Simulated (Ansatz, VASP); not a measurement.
# PtS2 in VASP and in Ansatz

```xyz
3
Lattice="3.6318 0.0000 0.0000 -1.8159 3.1452 0.0000 0.0000 0.0000 5.0388" Properties=species:S:1:pos:R:3 pbc="T T T"
Pt    0.0000    0.0000    0.0000
S     0.0000    2.0968    1.2597
S     1.8159    1.0484    3.7791
```

Change from the starting cell: strain +0.025 along x and y, +0.000 along z, atoms carried along.

Alike in both runs: task single point; functional PBE; k mesh 12 × 12 × 8; occupations gaussian, width 0.05 eV; no spin polarisation.

```csv
,VASP,Ansatz
version,VASP 6.6.1,Ansatz 0.2.0
potentials or method,"VASP PAW PBE potentials, release 64 (Pt, S)","scalar-relativistic, plane waves, PAW"
plane-wave cutoff (eV),520,420
valence electrons in the cell,22,30
```

```tsv
	VASP	Ansatz	Ansatz less VASP
gap on the k mesh at the Fermi level (eV)	0.41	0.40	-0.002
least direct gap on the mesh (eV)	0.71	0.70	-0.006
pressure (GPa)	-5.0	-4.6	+0.37
largest component of the traceless stress (GPa)	1.05	0.93	-0.113
rms of the force components (eV/Å)	0.390	0.375	-0.0155
```

Atom by atom the forces differ by 0.016 eV/Å (rms over components). The two sets of potentials don't hold the same shells in valence.

Caveats: spin-orbit coupling is left out, which moves the levels of the heavy elements; the cell's inner coordinates are idealised or old, which leaves forces on the atoms.
